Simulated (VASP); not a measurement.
# Al2O3 (P-6m2) in VASP: notebook, part 2 of 2

VASP 6.6.1. Earlier steps stand in the parts before.

## (3) Electron localisation function, PBE

Input file INCAR:

```
ALGO     = Normal         # electronic algorithm
EDIFF    = 1E-6           # SCF threshold, eV
ENCUT    = 520            # plane-wave cutoff, eV
GGA      = PE             # functional
ISIF     = 2              # what is computed and relaxed
ISMEAR   = 0              # smearing method
LASPH    = T              # aspherical terms in the spheres
LCHARG   = T              # write CHGCAR
LELF     = T              # ELF
LREAL    = F              # projectors in reciprocal space
LWAVE    = F              # write WAVECAR
NELM     = 100            # most SCF steps
PREC     = Accurate       # precision mode
SIGMA    = 0.02           # smearing width, eV
```

Input file KPOINTS:

```
k-points
0
Gamma
  11 11 3
```

Input file POSCAR:

```
Al2O3
1.0
    2.8843249483      0.0000000000      0.0000000000
   -1.4421624742      2.4978986780      0.0000000000
    0.0000000000      0.0000000000      9.3367544600
Al O
2 3
Direct
    0.0000000000      0.0000000000      0.8500076700
    0.0000000000      0.0000000000      0.1499923300
    0.3333333333      0.6666666667      0.7776830800
    0.6666666667      0.3333333333      0.0000000000
    0.3333333333      0.6666666667      0.2223169200
```

Potentials or basis: VASP PAW PBE potentials, release 64 (Al, O).

On the command line:

```sh
$ cat potpaw_PBE.64/Al/POTCAR potpaw_PBE.64/O/POTCAR > POTCAR
$ mpirun -np 1 vasp_std > vasp.out
```

Wall time 33 s (1 thread of AMD EPYC 9R45 (Zen 5), shared host); peak memory 0.15 GiB.

Results (log left out):

| Property | Result |
| --- | --- |
| Free energy | -36.3849 eV |
| Pressure | 0.1 GPa |
| Largest force | 0.013 eV/Å |
| Band gap on the k mesh | 4.77 eV, indirect (least direct gap 5.01 eV) |

Forces on the atoms (eV/Å):
```
Al   0.000  0.000  0.005
Al   0.000  0.000 -0.005
O    0.000  0.000 -0.013
O    0.000  0.000  0.000
O    0.000  0.000  0.013
```

Stress tensor (GPa, compression positive):
```
 0.17  0.00  0.00
 0.00  0.17  0.00
 0.00  0.00 -0.09
```

Levels at points of the mesh, in eV from the valence-band top:
```tsv
k point	band 9	band 10	band 11	band 12	band 13	band 14	band 15	band 16
(0.00, 0.00, 0.00)	-1.25	-0.53	-0.53	-0.24	4.77	7.40	7.81	9.14
```

Caveat: an odd mesh through Γ misses points on the zone boundary, where band edges often lie. As with any semilocal functional, this PBE gap is likely too small.

## (4) Single point, LDA

Input file INCAR:

```
ADDGRID = False
ALGO = Normal
EDIFF = 1E-8
ENCUT = 900
GGA = CA
ISIF = 2
ISMEAR = 0
LASPH = True
LCHARG = False
LREAL = False
LWAVE = False
NBANDS = 20
NELM = 100
PREC = Accurate
SIGMA = 0.05
```

Input file KPOINTS:

```
k-points
0
Gamma
  13 13 4
```

POSCAR is that of step 3.

Potentials or basis: VASP PAW LDA potentials, release 64 (Al, O).

On the command line:

```sh
$ cat potpaw_LDA.64/Al/POTCAR potpaw_LDA.64/O/POTCAR > POTCAR
$ mpirun -np 1 vasp_std > vasp.out
```

OUTCAR:

```text
EDIFF = 1E-8
   ENCUT = 900
   GGA = CA
   ISIF = 2
   ISMEAR = 0
   LASPH = True
   LREAL = False
   NELM = 100
   PREC = Accurate

 ion  position               nearest neighbor table
   1  0.000  0.000  0.850-   3 1.80   3 1.80   3 1.80   4 2.18   4 2.18   4 2.18   2 2.80
   2  0.000  0.000  0.150-   5 1.80   5 1.80   5 1.80   4 2.18   4 2.18   4 2.18   1 2.80
   3  0.333  0.667  0.778-   1 1.80   1 1.80   1 1.80
   4  0.667  0.333  0.000-   1 2.18   2 2.18   1 2.18   2 2.18   1 2.18   2 2.18
   5  0.333  0.667  0.222-   2 1.80   2 1.80   2 1.80
[... 758 lines left out ...]
  -------------------------------------------------------------------------------------
  Total       -2.9505336     -2.9505336     -2.0613456      0.0000000      0.0000000      0.0000000
  in kB      -70.2742479    -70.2742479    -49.0960377      0.0000000      0.0000000      0.0000000
  external PRESSURE =     -63.2148445 kB  Pullay stress =       0.0000000 kB

 VOLUME and BASIS-vectors are now :
 -----------------------------------------------------------------------------
  energy-cutoff  :      900.00
  volume of cell :       67.27
      direct lattice vectors                 reciprocal lattice vectors
     2.884324948  0.000000000  0.000000000     0.346701574  0.200168247  0.000000000
    -1.442162474  2.497898678  0.000000000     0.000000000  0.400336494  0.000000000
     0.000000000  0.000000000  9.336754460     0.000000000  0.000000000  0.107103598

 POSITION                                       TOTAL-FORCE (eV/Angst)
 -----------------------------------------------------------------------------------
      0.00000      0.00000      7.93631         0.000000     -0.000000     -0.021733
      0.00000      0.00000      1.40044         0.000000      0.000000      0.021733
     -0.00000      1.66527      7.26104        -0.000000      0.000000      0.505339
      1.44216      0.83263      0.00000         0.000000      0.000000      0.000000
     -0.00000      1.66527      2.07572        -0.000000      0.000000     -0.505339
 -----------------------------------------------------------------------------------
    total drift:                                0.000000     -0.000000     -0.000000

  FREE ENERGIE OF THE ION-ELECTRON SYSTEM (eV)
  ---------------------------------------------------
  free  energy   TOTEN  =       -40.1219277455 eV

  energy  without entropy=      -40.1219277455  energy(sigma->0) =      -40.12192775
```

stdout:

```text
POSCAR found type information on POSCAR AlO
 POSCAR found :  2 types and       5 ions
 scaLAPACK will be used
 LDA part: xc-table for (Slater(with rela. corr.)+CA(PZ))
 , standard interpolation
 POSCAR, INCAR and KPOINTS ok, starting setup
 FFT: planning ... GRIDC
 FFT: planning ... GRID_SOFT
 FFT: planning ... GRID
 WAVECAR not read
 entering main loop
```

Wall time 2 min (1 thread of AMD EPYC 9R45 (Zen 5), shared host); peak memory 0.27 GiB.

Results:

| Quantity | Value |
| --- | --- |
| Free energy | -40.1219 eV |
| Pressure | -6.3 GPa |
| Largest force | 0.505 eV/Å |
| Band gap on the k mesh | 4.74 eV, indirect (least direct gap 5.00 eV) |

Forces on the atoms (eV/Å):
```
Al   0.000  0.000 -0.022
Al   0.000  0.000  0.022
O    0.000  0.000  0.505
O    0.000  0.000  0.000
O    0.000  0.000 -0.505
```

Caveat: an odd mesh through Γ misses points on the zone boundary, where band edges often lie.

## (5) Single point, LDA

INCAR, as its differences from that of step 4:

```diff
@@ -2,4 +2,4 @@
 ALGO = Normal
-EDIFF = 1E-8
-ENCUT = 900
+EDIFF = 1E-7
+ENCUT = 500
 GGA = CA
```

Input file KPOINTS:

```
k-points
0
Gamma
  11 11 3
```

POSCAR is that of step 4.

On the command line:

```sh
$ cat potpaw_LDA.64/Al/POTCAR potpaw_LDA.64/O/POTCAR > POTCAR
$ mpirun -np 1 vasp_std > vasp.out
```

Run time: 26 s. Hardware: 1 thread of AMD EPYC 9R45 (Zen 5), shared host; peak memory 0.14 GiB.

The run converged, but some of its settings lie outside the range that counts as converged, so its numbers aren't taken as properties of the crystal.

What came out:

- Free energy: -40.0937 eV
- Pressure: -6.4 GPa
- Largest force: 0.498 eV/Å
- Band gap on the k mesh: 4.74 eV, indirect (least direct gap 4.99 eV)

Caveat: an odd mesh through Γ misses points on the zone boundary, where band edges often lie.

## (6) For comparison

An earlier run on the cell as given: functional PBE; potentials or basis VASP PAW PBE potentials, release 64 (Al, O); cutoff 520 eV; k mesh 11 × 11 × 3; occupations fermi-dirac, width 0.05 eV; no spin polarisation.

* Pressure: 0.1 GPa
* Largest force: 0.012 eV/Å
* Band gap on the k mesh: 4.77 eV, indirect (least direct gap 5.01 eV)

## (7) The runs side by side

| task | level | potentials or basis | k mesh | cutoff (eV) | smearing | gap on the mesh (eV) | pressure (GPa) | largest force (eV/Å) |
| --- | --- | --- | --- | --- | --- | --- | --- | --- |
| atomic charges | PBE | VASP PAW PBE potentials, release 64 (Al, O) | 11 × 11 × 3 | 520 | gaussian 0.02 eV | 4.77 | 0.1 | 0.01 |
| electron localisation function | PBE | VASP PAW PBE potentials, release 64 (Al, O) | 11 × 11 × 3 | 520 | gaussian 0.02 eV | 4.77 | 0.1 | 0.01 |
| single point | LDA | VASP PAW LDA potentials, release 64 (Al, O) | 13 × 13 × 4 | 900 | gaussian 0.05 eV | 4.74 | -6.3 | 0.51 |
| single point | PBE | VASP PAW PBE potentials, release 64 (Al, O) | 11 × 11 × 3 | 520 | fermi-dirac 0.05 eV | 4.77 | 0.1 | 0.01 |

Alike in all rows: no spin polarisation; cell as given.

Caveats: an odd mesh through Γ misses points on the zone boundary, where band edges often lie.

Total energies depend on the potentials used, so only differences within one code and one set of settings carry meaning.
